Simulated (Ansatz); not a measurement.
An element in the sc structure gives these cold pressures by all-electron LAPW under PBE (Ansatz 0.2.0, scalar-relativistic, no spin polarisation).

```csv
V (Å³/atom),P (GPa)
24.84,-0.01
22.85,6.85
20.86,16.85
18.88,32.3
16.89,57.0
14.90,98.0
12.91,167.9
11.18,279.5
```

Which element is it?

Hf. Its zero-pressure volume in this structure is near 24.8 Å³/atom; the volume and the steepness of P(V) together point to it, though neighbours can come close. Neighbours weren't tried against these numbers.
